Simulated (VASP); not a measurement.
# Cu3N (Pm-3m) in VASP: settings compared, part 2 of 2

VASP 6.6.1. Earlier steps stand in the parts before.

**5. Relaxation of cell and atoms, PBE**

This run uses another cell than the first one, of 14.08 Å³/atom, 1.021 times its volume.

Contents of INCAR:

```
  PREC = Accurate
  ENCUT = 600
  EDIFF = 1E-7
  ISMEAR = 1
  SIGMA = 0.1
  LREAL = F
  LASPH = T
  NELM = 80
  ALGO = Normal
  ISIF = 3
  LWAVE = F
  LCHARG = F
  GGA = PE
  IBRION = 2
  NSW = 90
  EDIFFG = -0.005
```

Contents of KPOINTS:

```
Automatic mesh
0
Gamma
  10 10 10
```

Contents of POSCAR:

```
Cu3N                                    
1.0
    3.8331530179     -0.0000000000      0.0000000000
    0.0000000000      3.8331530179      0.0000000000
   -0.0000000000     -0.0000000000      3.8331530179
  Cu              N             
     3     1
Direct
     0.5000000000000000    0.0000000000000000    0.0000000000000000
     0.0000000000000000    0.5000000000000000    0.0000000000000000
     0.0000000000000000    0.0000000000000000    0.5000000000000000
     0.0000000000000000    0.0000000000000000    0.0000000000000000
```

Run with:

```
cat potpaw_PBE.64/Cu/POTCAR potpaw_PBE.64/N/POTCAR > POTCAR
mpirun -np 1 vasp_std > vasp.out
```

It took 79 s on 1 thread of AMD EPYC 7R13 (Zen 3), shared host; peak memory 0.19 GiB.

The run converged. Its results:

```yaml
Free_energy: -18.3925 eV
Pressure_after_relaxing: 0.0 GPa
Band_gap_on_the_k_mesh: 0.26 eV, indirect (least direct gap 0.80 eV)
```

Final structure:
```xyz
4
Lattice="3.8332 0.0000 0.0000 0.0000 3.8332 0.0000 0.0000 0.0000 3.8332" Properties=species:S:1:pos:R:3 pbc="T T T"
Cu    1.9166    0.0000    0.0000
Cu    0.0000    1.9166    0.0000
Cu    0.0000    0.0000    1.9166
N     0.0000    0.0000    0.0000
```

Levels at points of the mesh, in eV from the valence-band top:
```csv
k point,band 17,band 18,band 19,band 20,band 21,band 22
"(0.00, 0.00, 0.00)",-1.78,-1.78,-1.74,0.96,5.23,5.23
"(0.50, 0.00, 0.00)",-1.78,-1.37,-1.37,1.53,3.32,6.68
"(0.50, 0.50, 0.00)",-1.04,-1.04,-0.66,0.26,3.51,4.80
"(0.50, 0.50, 0.50)",0.00,0.00,0.00,0.88,0.88,0.88
```

Caveat: the relaxation stopped at its first step, so nothing moved. Expect the measured gap to be larger: semilocal functionals such as PBE lack the derivative discontinuity.

**6. Relaxation of cell and atoms, AM05**

Contents of INCAR:

```
ALGO     = Normal         # electronic algorithm
EDIFF    = 1E-6           # SCF threshold, eV
EDIFFG   = -0.01          # ionic threshold
ENCUT    = 600            # plane-wave cutoff, eV
GGA      = AM             # functional
IBRION   = 2              # ionic algorithm
ISIF     = 3              # what is computed and relaxed
ISMEAR   = 1              # smearing method
LASPH    = T              # aspherical terms in the spheres
LCHARG   = F              # write CHGCAR
LREAL    = F              # projectors in reciprocal space
LWAVE    = F              # write WAVECAR
NELM     = 80             # most SCF steps
NSW      = 90             # ionic steps
PREC     = Accurate       # precision mode
SIGMA    = 0.1            # smearing width, eV
```

Contents of KPOINTS:

```
k-points
0
Gamma
  10 10 10
```

Contents of POSCAR:

```
Cu3N
1.0
    3.8070000000      0.0000000000      0.0000000000
    0.0000000000      3.8070000000      0.0000000000
    0.0000000000      0.0000000000      3.8070000000
Cu N
3 1
Direct
    0.5000000000      0.0000000000      0.0000000000
    0.0000000000      0.5000000000      0.0000000000
    0.0000000000      0.0000000000      0.5000000000
    0.0000000000      0.0000000000      0.0000000000
```

Potentials or basis: VASP PAW PBE potentials, release 64 (Cu, N).

Run with:

```
cat potpaw_PBE.64/Cu/POTCAR potpaw_PBE.64/N/POTCAR > POTCAR
mpirun -np 1 vasp_std > vasp.out
```

Run time: 2.8 min. Hardware: 1 thread of Intel Xeon Platinum 8488C (Sapphire Rapids), shared host; peak memory 0.21 GiB.

It converged, with:

```yaml
Free_energy: -19.4841 eV
Relaxed_volume: 13.43 Å³/atom
Relaxed_cell: a = 3.773 Å, b = 3.773 Å, c = 3.773 Å, α = 90.00°, β = 90.00°, γ = 90.00°
Space_group_after_relaxing_to_0.05_Å: Pm-3m (No. 221)
Energy_gained_by_relaxing: 4.1 meV/atom
Ionic_steps: 5
Pressure_after_relaxing: -0.1 GPa
Band_gap_on_the_k_mesh: 0.08 eV, indirect (least direct gap 0.62 eV)
```

Step by step:
| step | energy change (eV) | largest force (eV/Å) | pressure (GPa) | volume (Å³) |
| --- | --- | --- | --- | --- |
| 1 | 0.0000 | 0.0000 | -3.31 | 55.18 |
| 2 | -0.0124 | 0.0000 | 1.75 | 52.93 |
| 3 | -0.0164 | 0.0000 | 0.13 | 53.65 |
| 4 | -0.0164 | 0.0000 | -0.12 | 53.70 |
| 5 | -0.0164 | 0.0000 | -0.11 | 53.70 |

Final structure:
```
Cu N
1.0
     3.77280    0.00000    0.00000
     0.00000    3.77280    0.00000
     0.00000    0.00000    3.77280
Cu N
3 1
Direct
  0.50000 0.00000 0.00000
  0.00000 0.50000 0.00000
  0.00000 0.00000 0.50000
  0.00000 0.00000 0.00000
```

Levels at points of the mesh, in eV from the valence-band top:
```tsv
k point	band 17	band 18	band 19	band 20	band 21	band 22
(0.00, 0.00, 0.00)	-1.91	-1.91	-1.88	1.09	5.39	5.39
(0.50, 0.00, 0.00)	-1.91	-1.48	-1.48	1.66	3.35	6.96
(0.50, 0.50, 0.00)	-1.12	-1.12	-0.73	0.08	3.70	4.89
(0.50, 0.50, 0.50)	0.00	0.00	0.00	0.68	0.68	0.68
```

Caveat: the PAW data sets were made with another functional, which shifts forces and pressure a little. As with any semilocal functional, this AM05 gap is likely too small.

**7. Relaxation of cell and atoms, AM05**

This run uses another cell than the first one, of 13.43 Å³/atom, 0.973 times its volume.

Edit INCAR of step 6 so:

```diff
@@ -1,4 +1,4 @@
 ALGO     = Normal         # electronic algorithm
-EDIFF    = 1E-6           # SCF threshold, eV
-EDIFFG   = -0.01          # ionic threshold
+EDIFF    = 1E-7           # SCF threshold, eV
+EDIFFG   = -0.005         # ionic threshold
 ENCUT    = 600            # plane-wave cutoff, eV
```

KPOINTS is that of step 6.

Contents of POSCAR:

```
Cu3N                                    
1.0
    3.7727966098     -0.0000000000      0.0000000000
    0.0000000000      3.7727966098      0.0000000000
    0.0000000000      0.0000000000      3.7727966098
  Cu              N             
     3     1
Direct
     0.5000000000000000    0.0000000000000000    0.0000000000000000
     0.0000000000000000    0.5000000000000000    1.0000000000000000
     1.0000000000000000    1.0000000000000000    0.5000000000000000
     1.0000000000000000    1.0000000000000000    0.0000000000000000
```

Potentials or basis: VASP PAW PBE potentials, release 64 (Cu, N).

Run with:

```
cat potpaw_PBE.64/Cu/POTCAR potpaw_PBE.64/N/POTCAR > POTCAR
mpirun -np 1 vasp_std > vasp.out
```

OUTCAR:

```text
EDIFF = 1E-7
   EDIFFG = -0.005
   ENCUT = 600
   GGA = AM
   IBRION = 2
   ISIF = 3
   ISMEAR = 1
   LASPH = T
   LREAL = F
   NELM = 80
   NSW = 90
   PREC = Accurate

 ion  position               nearest neighbor table
   1  0.500  0.000  0.000-   4 1.89   4 1.89   2 2.67   3 2.67   2 2.67   2 2.67   3 2.67   3 2.67
                             3 2.67   2 2.67
   2  0.000  0.500  0.000-   4 1.89   4 1.89   1 2.67   3 2.67   1 2.67   3 2.67   3 2.67   3 2.67
                             1 2.67   1 2.67
   3  0.000  0.000  0.500-   4 1.89   4 1.89   1 2.67   1 2.67   2 2.67   2 2.67   2 2.67   2 2.67
                             1 2.67   1 2.67
   4  0.000  0.000  0.000-   1 1.89   2 1.89   3 1.89   3 1.89   2 1.89   1 1.89

  LATTYP: Found a simple cubic cell.
 ALAT       =     3.7727966098

  Lattice vectors:

 A1 = (   3.7727966098,   0.0000000000,   0.0000000000)
 A2 = (   0.0000000000,   3.7727966098,   0.0000000000)
 A3 = (   0.0000000000,   0.0000000000,   3.7727966098)

Analysis of symmetry for initial positions (statically):
=====================================================================
 Subroutine PRICEL returns:
 Original cell was already a primitive cell.

 Routine SETGRP: Setting up the symmetry group for a
 simple cubic supercell.
[... 180 lines left out ...]
  -------------------------------------------------------------------------------------
  Total       -0.0362409     -0.0362409     -0.0362409      0.0000000     -0.0000000      0.0000000
  in kB       -1.0812331     -1.0812331     -1.0812331      0.0000000     -0.0000000      0.0000000
  external PRESSURE =      -1.0812331 kB  Pullay stress =       0.0000000 kB
[... 63 lines left out ...]
--------------------------------------- Ionic step        3  -------------------------------------------

 number of electron      38.0000022 magnetization

 Free energy of the ion-electron system (eV)
  ---------------------------------------------------
  ext. energy  EPLUGINS =         0.00000000
  ---------------------------------------------------
  free energy    TOTEN  =       -19.48289804 eV

  energy without entropy =      -19.48304360  energy(sigma->0) =      -19.48294656

 E-fermi :   5.2151     XC(G=0): -11.0898

 val. band max:        5.1827600876   @ k =   0.5000   0.5000   0.5000
 cond. band min:       5.2592311458   @ k =   0.5000   0.5000   0.0000
 fundamental gap:      0.0764710582
 Fermi energy:         5.2151017160

 k-point     1 :       0.0000    0.0000    0.0000
  band No.  band energies     occupation
      1     -11.9117      2.00000
      2      -0.2932      2.00000
      3       0.1663      2.00000
      4       0.1663      2.00000
      5       0.1663      2.00000
      6       1.1047      2.00000
[... 613 lines left out ...]
     22      10.2542      0.00000
     23      11.6857      0.00000

 [... further k-points ...]

------------------------ aborting loop because EDIFF is reached ----------------------------------------

  FORCE on cell =-STRESS in cart. coord.  units (eV):
  Direction    XX          YY          ZZ          XY          YZ          ZX
  --------------------------------------------------------------------------------------
  -------------------------------------------------------------------------------------
  Total       -0.0013370     -0.0013370     -0.0013370     -0.0000000     -0.0000000      0.0000000
  in kB       -0.0399130     -0.0399130     -0.0399130     -0.0000000     -0.0000000      0.0000000
  external PRESSURE =      -0.0399130 kB  Pullay stress =       0.0000000 kB
[... 19 lines left out ...]
  FREE ENERGIE OF THE ION-ELECTRON SYSTEM (eV)
  ---------------------------------------------------
  free  energy   TOTEN  =       -19.4828980398 eV

  energy  without entropy=      -19.4830435960  energy(sigma->0) =      -19.48294656

 reached required accuracy - stopping structural energy minimisation
```

CONTCAR:

```text
Cu3N
   1.00000000000000
     3.7720236499678688   -0.0000000000000000    0.0000000000000000
     0.0000000000000000    3.7720236499678688   -0.0000000000000000
     0.0000000000000000   -0.0000000000000000    3.7720236499678688
  Cu              N
     3     1
Direct
     0.5000000000000000    0.0000000000000000    0.0000000000000000
     0.0000000000000000    0.5000000000000000    0.0000000000000000
     0.0000000000000000    0.0000000000000000    0.5000000000000000
     0.0000000000000000    0.0000000000000000    0.0000000000000000

  0.00000000E+00  0.00000000E+00  0.00000000E+00
  0.00000000E+00  0.00000000E+00  0.00000000E+00
  0.00000000E+00  0.00000000E+00  0.00000000E+00
  0.00000000E+00  0.00000000E+00  0.00000000E+00
```

Wall time 2.1 min (1 thread of Intel Xeon Platinum 8488C (Sapphire Rapids), shared host); peak memory 0.21 GiB.

Results:

```yaml
Free_energy: -19.4829 eV
Relaxed_volume: 13.42 Å³/atom
Relaxed_cell: a = 3.772 Å, b = 3.772 Å, c = 3.772 Å, α = 90.00°, β = 90.00°, γ = 90.00°
Space_group_after_relaxing_to_0.05_Å: Pm-3m (No. 221)
Energy_gained_by_relaxing: 0.0 meV/atom
Ionic_steps: 3
Pressure_after_relaxing: 0.0 GPa
Band_gap_on_the_k_mesh: 0.08 eV, indirect (least direct gap 0.62 eV)
```

Final structure:
```cif
data_structure
_symmetry_space_group_name_H-M 'P 1'
_symmetry_Int_Tables_number 1
_cell_length_a 3.7720
_cell_length_b 3.7720
_cell_length_c 3.7720
_cell_angle_alpha 90.000
_cell_angle_beta 90.000
_cell_angle_gamma 90.000
_cell_volume 53.67
loop_
_atom_site_label
_atom_site_type_symbol
_atom_site_fract_x
_atom_site_fract_y
_atom_site_fract_z
_atom_site_occupancy
Cu1 Cu 0.50000 0.00000 0.00000 1
Cu2 Cu 0.00000 0.50000 0.00000 1
Cu3 Cu 0.00000 0.00000 0.50000 1
N1 N 0.00000 0.00000 0.00000 1
```

Levels at points of the mesh, in eV from the valence-band top:
| k point | band 16 | band 17 | band 18 | band 19 | band 20 | band 21 | band 22 | band 23 |
| --- | --- | --- | --- | --- | --- | --- | --- | --- |
| (0.00, 0.00, 0.00) | -1.91 | -1.91 | -1.91 | -1.88 | 1.09 | 5.40 | 5.40 | 6.64 |
| (0.50, 0.00, 0.00) | -2.29 | -1.91 | -1.48 | -1.48 | 1.66 | 3.35 | 6.97 | 7.25 |
| (0.50, 0.50, 0.00) | -2.25 | -1.12 | -1.12 | -0.73 | 0.08 | 3.70 | 4.90 | 4.90 |
| (0.50, 0.50, 0.50) | -1.96 | 0.00 | 0.00 | 0.00 | 0.68 | 0.68 | 0.68 | 6.13 |

Caveat: the PAW data sets were made with another functional, which shifts forces and pressure a little. A k mesh can miss the band edges.

**8. Overview**

| level | potentials or basis | gap on the mesh (eV) | pressure (GPa) |
| --- | --- | --- | --- |
| LDA | VASP PAW LDA potentials, release 64 (Cu, N) | none | 0.0 |
| PBE | VASP PAW PBE potentials, release 64 (Cu, N) | 0.26 | 0.0 |
| AM05 | VASP PAW PBE potentials, release 64 (Cu, N) | 0.08 | 0.0 |

Alike in all rows: task relaxation of cell and atoms; no spin polarisation; cell relaxed; k mesh 10 × 10 × 10; cutoff (eV) 600; smearing methfessel-paxton 0.1 eV.

Caveats: the relaxation stopped at its first step, so nothing moved (some runs); the run has no spin polarisation, though such a crystal can be magnetic (some runs); the PAW data sets were made with another functional, which shifts forces and pressure a little (some runs).

Total energies depend on the potentials used, so only differences within one code and one set of settings carry meaning.
